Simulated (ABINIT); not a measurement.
Input of an ABINIT 10.8.3 (patched build) run:

Contents of run.py:

```python
import json, os
import numpy as np
from ase.units import GPa
from ase.calculators.abinit import Abinit, AbinitProfile
from ase.io import read

atoms = read('Se.cif')
atoms.set_initial_magnetic_moments([0.5, 0.5, 0.5])

profile = AbinitProfile(command='abinit', pp_paths=[os.path.abspath('pseudos')])
params = dict(
    pps='pawxml', xc='LDA',
    ecut=408.1708,
    pawecutdg=816.3416,
    kptopt=1,
    ngkpt=[7, 7, 6],
    nshiftk=1,
    shiftk=[0.5, 0.5, 0.5],
    chksymbreak=0,
    ixc=1,
    nband=13,
    occopt=3,
    tsmear=0.136,
    nstep=100,
    tolvrs=1e-09,
    prtwf=0,
    prtden=0,
)

atoms.calc = Abinit(profile=profile, directory='run', **params)
energy = atoms.get_potential_energy()
forces = atoms.get_forces()
stress = atoms.get_stress()
print(f'energy {energy:.6f} eV')
print('forces (eV/A)')
print(np.round(forces, 5))
print('stress (GPa, Voigt, tension positive)', np.round(stress / GPa, 4))
json.dump(dict(energy=energy, forces=forces.tolist(), stress=stress.tolist(), cell=atoms.cell.tolist(), frac=atoms.get_scaled_positions(wrap=False).tolist()), open('results.json', 'w'))
```

The input Se.cif:

```cif
data_Se
_cell_length_a 4.36620000
_cell_length_b 4.36620000
_cell_length_c 4.95360000
_cell_angle_alpha 90.00000000
_cell_angle_beta 90.00000000
_cell_angle_gamma 120.00000000
_space_group_name_H-M_alt 'P1'
_space_group_name_Hall 'P 1'
_space_group_IT_number 1
loop_
_space_group_symop_operation_xyz
'x,y,z'
loop_
_atom_site_label
_atom_site_type_symbol
_atom_site_symmetry_multiplicity
_atom_site_Wyckoff_symbol
_atom_site_fract_x
_atom_site_fract_y
_atom_site_fract_z
_atom_site_occupancy
Se1 Se 1 a 0.7746000000 0.7746000000 0.0000000000 1
Se2 Se 1 a 0.0000000000 0.2254000000 0.6666666667 1
Se3 Se 1 a 0.2254000000 0.0000000000 0.3333333333 1
```

Potentials or basis: JTH PAW LDA v2.0.

Launch:

```console
$ python run.py
```

Q: Predict the pressure.

A: -1.2 GPa.

Q: Predict the largest force.

A: 0.249 eV/Å.

Q: What does it give for the net moment?

A: 0.00 μB per cell.

Forces in eV/Å, atoms in the order of the input:
```
Se  -0.124 -0.215  0.000
Se  -0.124  0.215  0.000
Se   0.249  0.000  0.000
```
